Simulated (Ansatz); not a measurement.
# Ge: the cost of one run

Method: DFT PBEsol, scalar-relativistic, plane waves, PAW, in Ansatz 0.2.0.

1 further run of the same task is left out (set aside as unsound or not needed). Runs told in other sessions of the task aren't counted.

## Step 1: The structure to begin with

The structure is cubic, space group Ia-3 (No. 206). Conventional cell: a = 6.939 Å, b = 6.939 Å, c = 6.939 Å, α = 90.00°, β = 90.00°, γ = 90.00°. Ge (site symmetry 3) is surrounded by 4 Ge at 2.45 to 2.49 Å.

As a file:

```cif
data_structure
_symmetry_space_group_name_H-M 'P 1'
_symmetry_Int_Tables_number 1
_cell_length_a 6.0096
_cell_length_b 6.0096
_cell_length_c 6.0096
_cell_angle_alpha 109.471
_cell_angle_beta 109.471
_cell_angle_gamma 109.471
_cell_volume 167.08
loop_
_atom_site_label
_atom_site_type_symbol
_atom_site_fract_x
_atom_site_fract_y
_atom_site_fract_z
_atom_site_occupancy
Ge1 Ge 0.50000 0.00000 0.79584 1
Ge2 Ge 0.79584 0.50000 0.00000 1
Ge3 Ge 0.00000 0.79584 0.50000 1
Ge4 Ge 0.70416 0.70416 0.70416 1
Ge5 Ge 0.50000 0.00000 0.20416 1
Ge6 Ge 0.20416 0.50000 0.00000 1
Ge7 Ge 0.00000 0.20416 0.50000 1
Ge8 Ge 0.29584 0.29584 0.29584 1
```

It goes back to an entry of the Materials Project, which need not be the stable form.

It is the result of an earlier relaxation at this level (volume 20.88 Å³/atom; gap on the mesh: none (metal)).

## Step 2: The reference cell

The reference gives a free energy of -34027.0617 eV, pressure -0.02 GPa, largest force 0.003 eV/Å and gap on the mesh none (metal). It was computed beforehand with the settings of the runs below.

## Step 3: The scan: rattled cells

All atoms are moved at random with no net shift, in some cells together with a random strain.

## Step 4: Point rms move = 0.041 Å

Input file input.yaml:

```yaml
crystal:
  lattice:
    - [-3.4696630977, 3.4696630977, 3.4696630977]
    - [3.4696630977, -3.4696630977, 3.4696630977]
    - [3.4696630977, 3.4696630977, -3.4696630977]
  atoms:
    - { symbol: Ge, position: [0.497103544, 0.0048781268, 0.7929338634] }
    - { symbol: Ge, position: [0.7976345832, 0.5028457578, 4.36855e-05] }
    - { symbol: Ge, position: [-0.0042491693, 0.7969612892, 0.4992316996] }
    - { symbol: Ge, position: [0.7138823172, 0.7133695187, 0.7087882657] }
    - { symbol: Ge, position: [0.4981505495, -0.0079667171, 0.2064239298] }
    - { symbol: Ge, position: [0.1973813249, 0.493272563, 0.0011763655] }
    - { symbol: Ge, position: [-0.0015770954, 0.2021028874, 0.4970168243] }
    - { symbol: Ge, position: [0.301673946, 0.2945365743, 0.2943853661] }
basis:
  ecutwfc: 420
kpoints:
  mp_grid: { grid: [8, 8, 8] }
hamiltonian:
  xc: pbesol
scf:
  occupations: { method: gaussian, width: 0.15 }
output:
  forces: true
  stress: true
  eigenvalues: true
```

The run is started by

```
ansatz run input.yaml --threads 2 --pin off --max-ram 5120MiB --backend cpu --events-out ev --progress --plain --runs-dir out
```

Q: Estimate wall time and peak memory on 2 threads of AMD EPYC 9R45 (Zen 5), shared host.

About 40 s, with a peak of 2 GiB.
